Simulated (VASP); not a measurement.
# W (Im-3m) in VASP: further runs, part 2 of 2

VASP 6.6.1. Earlier steps stand in the parts before.

## (3) Relaxation of cell and atoms, PBE

This run uses another cell than the first one, of 16.11 Å³/atom, 1.017 times its volume.

Contents of INCAR:

```
SYSTEM = W
  PREC = Accurate
  ENCUT = 520
  EDIFF = 1E-7
  ISMEAR = 0
  SIGMA = 0.1
  LREAL = .FALSE.
  LASPH = .TRUE.
  NELM = 80
  ALGO = Normal
  ISIF = 3
  LWAVE = .FALSE.
  LCHARG = .FALSE.
  GGA = PE
  IBRION = 2
  NSW = 80
  EDIFFG = -0.002
```

Contents of KPOINTS:

```
regular mesh
0
G
  4 4 4
  0 0 0
```

Contents of POSCAR:

```
W                                       
1.0
   -1.5910411880      1.5910411880      1.5910411880
    1.5910411880     -1.5910411880      1.5910411880
    1.5910411880      1.5910411880     -1.5910411880
  W             
     1
Direct
     0.0000000000000000    0.0000000000000000    0.0000000000000000
```

Potentials or basis: VASP PAW PBE potentials, release 64 (W_sv).

Launch:

```sh
$ cat potpaw_PBE.64/W_sv/POTCAR > POTCAR
$ mpirun -np 1 vasp_std > vasp.out
```

OUTCAR:

```text
SYSTEM = W
   PREC = Accurate
   ENCUT = 520
   EDIFF = 1E-7
   ISMEAR = 0
   LREAL = .FALSE.
   LASPH = .TRUE.
   NELM = 80
   ISIF = 3
   GGA = PE
   IBRION = 2
   NSW = 80
   EDIFFG = -0.002

 ion  position               nearest neighbor table
   1  0.000  0.000  0.000-

  LATTYP: Found a body centered cubic cell.
 ALAT       =     3.1820823760

  Lattice vectors:

 A1 = (  -1.5910411880,   1.5910411880,   1.5910411880)
 A2 = (   1.5910411880,  -1.5910411880,   1.5910411880)
 A3 = (   1.5910411880,   1.5910411880,  -1.5910411880)

Analysis of symmetry for initial positions (statically):
=====================================================================
 Subroutine PRICEL returns:
 Original cell was already a primitive cell.

 Routine SETGRP: Setting up the symmetry group for a
 body centered cubic supercell.

 Subroutine GETGRP returns: Found 48 space group operations
 (whereof 48 operations were pure point group operations)
 out of a pool of 48 trial point group operations.

The static configuration has the point symmetry O_h .

Analysis of symmetry for dynamics (positions and initial velocities):
=====================================================================
 Subroutine PRICEL returns:
 Original cell was already a primitive cell.

 Routine SETGRP: Setting up the symmetry group for a
 body centered cubic supercell.

 Subroutine GETGRP returns: Found 48 space group operations
 (whereof 48 operations were pure point group operations)
 out of a pool of 48 trial point group operations.

The dynamic configuration has the point symmetry O_h .

 Subroutine INISYM returns: Found 48 space group operations
 (whereof 48 operations are pure point group operations),
 and found     1 'primitive' translations

----------------------------------------------------------------------------------------

                                     Primitive cell

  volume of cell :      16.1103

  direct lattice vectors                    reciprocal lattice vectors
    -1.591041188  1.591041188  1.591041188     0.000000000  0.314259621  0.314259621
     1.591041188 -1.591041188  1.591041188     0.314259621  0.000000000  0.314259621
     1.591041188  1.591041188 -1.591041188     0.314259621  0.314259621  0.000000000

  length of vectors
     2.755764175  2.755764175  2.755764175     0.444430217  0.444430217  0.444430217

  position of ions in fractional coordinates (direct lattice)
     0.000000000  0.000000000  0.000000000

  ion indices of the primitive-cell ions
   primitive index   ion index
                 1           1

----------------------------------------------------------------------------------------

 KPOINTS: regular mesh

Automatic generation of k-mesh.
 Grid dimensions read from file:
 generate k-points for:    4    4    4

 Generating k-lattice:

  Cartesian coordinates                     Fractional coordinates (reciprocal lattice)
     0.000000000  0.078564905  0.078564905     0.250000000  0.000000000  0.000000000
     0.078564905  0.000000000  0.078564905     0.000000000  0.250000000  0.000000000
     0.078564905  0.078564905  0.000000000     0.000000000  0.000000000  0.250000000

  Length of vectors
     0.111107554  0.111107554  0.111107554

  Shift w.r.t. Gamma in fractional coordinates (k-lattice)
     0.000000000  0.000000000  0.000000000

 Subroutine IBZKPT returns following result:
 ===========================================

 Found      8 irreducible k-points:

 Following reciprocal coordinates:
            Coordinates               Weight
  0.000000  0.000000  0.000000      1.000000
  0.250000  0.000000  0.000000     12.000000
  0.500000  0.000000  0.000000      6.000000
  0.250000  0.250000  0.000000     24.000000
  0.250000  0.250000  0.250000      2.000000
 -0.250000  0.250000  0.250000      6.000000
  0.500000  0.500000  0.250000     12.000000
  0.500000  0.500000  0.500000      1.000000
   k-points           NKPTS =      8   k-points in BZ     NKDIM =      8   number of bands    NBANDS=     11
   number of dos      NEDOS =    301   number of ions     NIONS =      1
   total plane-waves  NPLWV =   8000
   dimension x,y,z NGX =    20 NGY =   20 NGZ =   20
   dimension x,y,z NGXF=    40 NGYF=   40 NGZF=   40
   ions per type =               1
   NGX,Y,Z   is equivalent  to a cutoff of  12.07, 12.07, 12.07 a.u.
   NGXF,Y,Z  is equivalent  to a cutoff of  24.13, 24.13, 24.13 a.u.
 SYSTEM =  W
   PREC   = accura    normal or accurate (medium, high low for compatibility)
   ISTART =      0    job   : 0-new  1-cont  2-samecut
   ICHARG =      2    charge: 1-file 2-atom 10-const
   ISPIN  =      1    spin polarized calculation?
   LNONCOLLINEAR =      F non collinear calculations
   LSORBIT =      F    spin-orbit coupling
   LASPH  =      T    aspherical Exc in radial PAW
   ENCUT  =  520.0 eV  38.22 Ry    6.18 a.u.   5.12  5.12  5.12*2*pi/ulx,y,z
   NELM   =     80;   NELMIN=  2; NELMDL= -5     # of ELM steps
   EDIFF  = 0.1E-06   stopping-criterion for ELM
   LREAL  =      F    real-space projection
   EDIFFG = -.2E-02   stopping-criterion for IOM
   NSW    =     80    number of steps for IOM
   IBRION =      2    ionic relax: 0-MD 1-quasi-New 2-CG
   NFREE  =      1    steps in history (QN), initial steepest desc. (CG)
   ISIF   =      3    stress and relaxation
   ISYM   =      2    0-nonsym 1-usesym 2-fastsym
   POTIM  = 0.5000    time-step for ionic-motion
   TEBEG  =    0.0;   TEEND  =   0.0 temperature during run
   PSTRESS=    0.0 pullay stress
   NELECT =      14.0000    total number of electrons
   NUPDOWN=      -1.0000    fix difference up-down
   EMIN   =  10.00;   EMAX   =-10.00  energy-range for DOS
   EFERMI =   0.00;   METHOD = LEGACY
   ISMEAR =     0;   SIGMA  =   0.10  broadening in eV -4-tet -1-fermi 0-gaus
   EFERMI_NEDOS =   21; number of points for ismear=-14 and -15
   IALGO  =     38    algorithm
   IMIX   =      4    mixing-type and parameters
     AMIX     =   0.40;   BMIX     =  1.00
     AMIX_MAG =   1.60;   BMIX_MAG =  1.00
  volume/ion in A,a.u.               =      16.11       108.72
  Fermi-wavevector in a.u.,A,eV,Ry     =   1.562246  2.952217 33.206550  2.440613
  Thomas-Fermi vector in A             =   2.665193
   LORBIT       =      0    0 simple, 1 ext, 2 COOP (PROOUT), +10 PAW based schemes
   GGA     = PE    functional components
   LHFCALC =     F    Hartree Fock is set to
   AEXX    =    0.0000 exact exchange contribution
   IVDW    =     0    specifies the selected vdW correction
   LEPSILON=     F    determine dielectric tensor
   LRPA    =     F    only Hartree local field effects (RPA)
 conjugate gradient relaxation of ions
 non-spin polarized calculation
 Gauss-broadening in eV      SIGMA  =   0.10
  energy-cutoff  :      520.00
  volume of cell :       16.11
 maximum number of plane-waves:       466
   NGX = 11   NGY = 11   NGZ = 11

 number of electron      14.0000001 magnetization

 Free energy of the ion-electron system (eV)
  ---------------------------------------------------
  ext. energy  EPLUGINS =         0.00000000
  ---------------------------------------------------
  free energy    TOTEN  =       -12.79804470 eV

  energy without entropy =      -12.79804349  energy(sigma->0) =      -12.79804409

 E-fermi :  11.0623     XC(G=0): -13.5275

 val. band max:       10.7497408206   @ k =  -0.2500   0.2500   0.2500
 cond. band min:      11.3748657541   @ k =   0.5000   0.5000   0.2500
 fundamental gap:      0.6251249335
 Fermi energy:        11.0623023428

 k-point     1 :       0.0000    0.0000    0.0000
  band No.  band energies     occupation
      1     -62.8450      2.00000
      2     -26.4451      2.00000
      3     -26.4451      2.00000
      4     -26.4451      2.00000
      5       1.6595      2.00000
      6      10.0816      2.00000
      7      10.0816      2.00000
      8      10.0816      2.00000
      9      13.4958      0.00000
     10      13.4958      0.00000
     11      25.6742      0.00000
[... 85 lines left out ...]
 k-point     8 :       0.5000    0.5000    0.5000
  band No.  band energies     occupation
      1     -62.6258      2.00000
      2     -27.3073      2.00000
      3     -27.3073      2.00000
      4     -27.3073      2.00000
      5       5.5249      2.00000
      6       5.5249      2.00000
      7      16.3576      0.00000
      8      16.3576      0.00000
      9      16.3576      0.00000
     10      19.3403      0.00000
     11      19.3403      0.00000

------------------------ aborting loop because EDIFF is reached ----------------------------------------

  FORCE on cell =-STRESS in cart. coord.  units (eV):
  Direction    XX          YY          ZZ          XY          YZ          ZX
  --------------------------------------------------------------------------------------
  -------------------------------------------------------------------------------------
  Total       -0.0002866     -0.0002866     -0.0002866      0.0000000     -0.0000000      0.0000000
  in kB       -0.0285067     -0.0285067     -0.0285067      0.0000000     -0.0000000      0.0000000
  external PRESSURE =      -0.0285067 kB  Pullay stress =       0.0000000 kB

 VOLUME and BASIS-vectors are now :
 -----------------------------------------------------------------------------
  energy-cutoff  :      520.00
  volume of cell :       16.11
      direct lattice vectors                 reciprocal lattice vectors
    -1.591041188  1.591041188  1.591041188     0.000000000  0.314259621  0.314259621
     1.591041188 -1.591041188  1.591041188     0.314259621  0.000000000  0.314259621
     1.591041188  1.591041188 -1.591041188     0.314259621  0.314259621  0.000000000

 POSITION                                       TOTAL-FORCE (eV/Angst)
 -----------------------------------------------------------------------------------
      0.00000      0.00000      0.00000         0.000000      0.000000     -0.000000
 -----------------------------------------------------------------------------------
    total drift:                                0.000000     -0.000000      0.000000

  FREE ENERGIE OF THE ION-ELECTRON SYSTEM (eV)
  ---------------------------------------------------
  free  energy   TOTEN  =       -12.7980446965 eV

  energy  without entropy=      -12.7980434870  energy(sigma->0) =      -12.79804409

 reached required accuracy - stopping structural energy minimisation
```

OSZICAR:

```text
N       E                     dE             d eps       ncg     rms          rms(c)
DAV:   1     0.667586198431E+02    0.66759E+02   -0.77698E+03   176   0.143E+03
DAV:   2    -0.119872799217E+02   -0.78746E+02   -0.75470E+02   185   0.308E+02
DAV:   3    -0.133221603872E+02   -0.13349E+01   -0.13252E+01   203   0.401E+01
DAV:   4    -0.133303264053E+02   -0.81660E-02   -0.81655E-02   176   0.350E+00
DAV:   5    -0.133303890157E+02   -0.62610E-04   -0.62610E-04   211   0.315E-01    0.202E+01
DAV:   6    -0.129113173652E+02    0.41907E+00   -0.52413E-01   179   0.938E+00    0.824E+00
DAV:   7    -0.128014791327E+02    0.10984E+00   -0.29055E-01   179   0.656E+00    0.602E-01
DAV:   8    -0.127980266307E+02    0.34525E-02   -0.34324E-03   176   0.872E-01    0.794E-02
DAV:   9    -0.127980511939E+02   -0.24563E-04   -0.62209E-05   196   0.107E-01    0.570E-02
DAV:  10    -0.127980443461E+02    0.68478E-05   -0.16232E-05   182   0.587E-02    0.998E-03
DAV:  11    -0.127980448807E+02   -0.53466E-06   -0.16617E-07   158   0.553E-03    0.669E-04
DAV:  12    -0.127980446944E+02    0.18634E-06   -0.87263E-09    91   0.119E-03    0.683E-05
DAV:  13    -0.127980446965E+02   -0.20689E-08   -0.65039E-10    94   0.375E-04
   1 F= -.12798045E+02 E0= -.12798044E+02  d E =-.127980E+02
```

Wall time 4.9 s (1 thread of Intel Xeon Platinum 8488C (Sapphire Rapids), shared host); peak memory 0.12 GiB.

Results:

```yaml
Free_energy: -12.7980 eV
Pressure_after_relaxing: 0.0 GPa
Band_gap_on_the_k_mesh: none (metal or under the smearing width)
```

Final structure:
```yaml
crystal:
  lattice:
    - [-1.59104, 1.59104, 1.59104]
    - [1.59104, -1.59104, 1.59104]
    - [1.59104, 1.59104, -1.59104]
  atoms:
    - { symbol: W, position: [0.00000, 0.00000, 0.00000] }
```

Caveat: the k mesh is coarse (spacing up to 0.70 Å⁻¹), so the values aren't converged; the relaxation stopped at its first step, so nothing moved. The run has no spin-orbit coupling, so splittings on W are missing.

## (4) Vibrations by finite differences, PBE

This run uses another cell than the first one, of 16.11 Å³/atom, 1.017 times its volume.

Contents of INCAR:

```
SYSTEM = W
  PREC = Accurate
  ENCUT = 520
  EDIFF = 1E-8
  ISMEAR = 0
  SIGMA = 0.1
  LREAL = .FALSE.
  LASPH = .TRUE.
  NELM = 80
  ALGO = Normal
  ISIF = 3
  LWAVE = .FALSE.
  LCHARG = .FALSE.
  GGA = PE
  NBANDS = 13
  IBRION = 6
  NFREE = 2
  POTIM = 0.015
  NSW = 1
```

KPOINTS is that of step 3.

POSCAR is that of step 3.

Launch:

```sh
$ cat potpaw_PBE.64/W_sv/POTCAR > POTCAR
$ mpirun -np 1 vasp_std > vasp.out
```

It took 48 s on 1 thread of Intel Xeon Platinum 8488C (Sapphire Rapids), shared host; peak memory 0.13 GiB.

The run converged. Its results:

```
Elastic constants C11, C12, C44 : 590, 162, 248 GPa
Voigt bulk modulus              : 305 GPa
```

Elastic tensor in Voigt notation (GPa, in the Cartesian axes of the cell as first typed):
```
590 162 162   0   0   0
162 590 162   0   0   0
162 162 590   0   0   0
  0   0   0 248   0   0
  0   0   0   0 248   0
  0   0   0   0   0 248
```

Clamped-ion elastic tensor (GPa):
```
590 162 162   0   0   0
162 590 162   0   0   0
162 162 590   0   0   0
  0   0   0 248   0   0
  0   0   0   0 248   0
  0   0   0   0   0 248
```

Caveat: the k mesh is coarse (spacing up to 0.70 Å⁻¹), so the values aren't converged; elastic constants of metals need much finer meshes, so these are rough.
